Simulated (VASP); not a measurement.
VASP 6.6.1 run: Ge

INCAR

```
ISIF = 2
NELM = 120
LWAVE = .FALSE.
PREC = Accurate
ISMEAR = -1
EDIFF = 1E-7
LREAL = .FALSE.
GGA = PE
NSW = 0
LASPH = .TRUE.
IBRION = -1
LCHARG = .FALSE.
NBANDS = 21
AMIX = 0.8
ENCUT = 520
SIGMA = 0.02
```

KPOINTS

```
KPOINTS created by Atomic Simulation Environment
0
Gamma
8 8 8
0 0 0
```

POSCAR

```
Ge
 1.0000000000000000
    -0.0000000000000000    2.8368735120893840    2.8368735120893840
     2.8368735120893840    0.0000000000000000    2.8368735120893840
     2.8368735120893840    2.8368735120893840   -0.0000000000000000
 Ge
   2
Cartesian
  0.0000000000000000 -0.0000000000000000 -0.0000000000000000
  1.4184367560446920  1.4184367560446920  1.4184367560446920
```

The recommended PBE PAW datasets give the neutral cell 28 valence electrons.

Command

```
mpirun -np 1 vasp_std
```

OSZICAR

```
N       E                     dE             d eps       ncg     rms          rms(c)
DAV:   1     0.187710365834E+03    0.18771E+03   -0.14462E+04  1345   0.362E+03
DAV:   2     0.187469796928E+02   -0.16896E+03   -0.16453E+03  1223   0.624E+02
DAV:   3    -0.816619119019E+01   -0.26913E+02   -0.26729E+02  1413   0.143E+02
DAV:   4    -0.907697465567E+01   -0.91078E+00   -0.91027E+00  1363   0.307E+01
DAV:   5    -0.909228492350E+01   -0.15310E-01   -0.15310E-01  1383   0.438E+00    0.317E+00
DAV:   6    -0.900360730736E+01    0.88678E-01   -0.82716E-02  1609   0.340E+00    0.108E+00
DAV:   7    -0.900603213801E+01   -0.24248E-02   -0.16883E-02  1495   0.109E+00    0.376E-01
DAV:   8    -0.900680145966E+01   -0.76932E-03   -0.95739E-04  1338   0.243E-01    0.106E-01
DAV:   9    -0.900683256003E+01   -0.31100E-04   -0.65184E-05  1477   0.104E-01    0.150E-02
DAV:  10    -0.900683558883E+01   -0.30288E-05   -0.61042E-06  1306   0.195E-02    0.328E-03
DAV:  11    -0.900683556936E+01    0.19463E-07   -0.33785E-07  1210   0.798E-03
   1 F= -.90068356E+01 E0= -.90067533E+01  d E =-.164546E-03
```

From OUTCAR

```
k-points           NKPTS =     29   k-points in BZ     NKDIM =     29   number of bands    NBANDS=     21

   NELECT =      28.0000    total number of electrons

   dimension x,y,z NGX =    30 NGY =   30 NGZ =   30
   dimension x,y,z NGXF=    60 NGYF=   60 NGZF=   60

  energy-cutoff  :      520.00
  volume of cell :       45.66
      direct lattice vectors                 reciprocal lattice vectors
     0.000000000  2.836873512  2.836873512    -0.176250368  0.176250368  0.176250368
     2.836873512  0.000000000  2.836873512     0.176250368 -0.176250368  0.176250368
     2.836873512  2.836873512  0.000000000     0.176250368  0.176250368 -0.176250368

 k-points in reciprocal lattice and weights: KPOINTS created by Atomic Simulation Env
   0.00000000  0.00000000  0.00000000       0.002
   0.12500000  0.00000000  0.00000000       0.016
   0.25000000  0.00000000  0.00000000       0.016
   0.37500000  0.00000000  0.00000000       0.016
   0.50000000  0.00000000  0.00000000       0.008
   0.12500000  0.12500000  0.00000000       0.012
   0.25000000  0.12500000  0.00000000       0.047
   0.37500000  0.12500000  0.00000000       0.047
   ...

 E-fermi :   4.9283

 k-point     1 :       0.0000    0.0000    0.0000
  band No.  band energies     occupation
      1     -19.8895      2.00000
      2     -19.8895      2.00000
      3     -19.8895      2.00000
      4     -19.8540      2.00000
      5     -19.8540      2.00000
      6     -19.6479      2.00000
      7     -19.6479      2.00000
      8     -19.6479      2.00000
      9     -19.6352      2.00000
     10     -19.6352      2.00000
     11      -7.7951      2.00000
     12       4.8707      1.89342
     13       4.9129      1.36694
     14       4.9129      1.36673
     15       4.9129      1.36673
     16       7.4629      0.00000
     17       7.4629      0.00000
     18       7.4629      0.00000
     19      11.3192      0.00000
     20      14.3718      0.00000
     21      14.3718      0.00000

 k-point     2 :       0.1250    0.0000    0.0000
  band No.  band energies     occupation
      1     -19.8974      2.00000
      2     -19.8974      2.00000
      3     -19.8870      2.00000
      4     -19.8429      2.00000
      5     -19.8429      2.00000
      6     -19.6597      2.00000
      7     -19.6597      2.00000
      8     -19.6508      2.00000
      9     -19.6252      2.00000
     10     -19.6252      2.00000
     11      -7.6064      2.00000
     12       2.5473      2.00000
     13       4.5816      2.00000
     14       4.5816      2.00000
     15       5.9160      0.00000
     16       7.9070      0.00000
     17       7.9070      0.00000
     18       8.3774      0.00000
     19      12.2411      0.00000
     20      13.4816      0.00000
     21      13.4816      0.00000

 ...

  Total        0.8533065      0.8533065      0.8533065      0.0000000     -0.0000000      0.0000000
  in kB       29.9409619     29.9409619     29.9409619      0.0000000     -0.0000000      0.0000000
  external PRESSURE =      29.9409619 kB  Pullay stress =       0.0000000 kB

 POSITION                                       TOTAL-FORCE (eV/Angst)
 -----------------------------------------------------------------------------------
      0.00000      0.00000      0.00000         0.000000      0.000000      0.000000
      1.41844      1.41844      1.41844        -0.000000     -0.000000     -0.000000
 -----------------------------------------------------------------------------------
    total drift:                                0.000000     -0.000000      0.000000

  FREE ENERGIE OF THE ION-ELECTRON SYSTEM (eV)
  ---------------------------------------------------
  free  energy   TOTEN  =        -9.0068355694 eV

  energy  without entropy=       -9.0066710232  energy(sigma->0) =       -9.00675330
```

It converged. Results: gap between bands v and c on the k mesh 0.00 eV; least direct gap on the k mesh 0.00 eV; pressure 3.0 GPa. Band v is the last that the valence electrons fill when counted band by band, and c is the next.

For comparison, a separate PBE run of the intended cell, on usual settings and not on those above, gives a gap of 0.00 eV on its mesh and a pressure of 2.9 GPa.

The run above took about 22 s on one core of a shared host (Intel Xeon Platinum 8488C) and held 0.17 GiB at most.
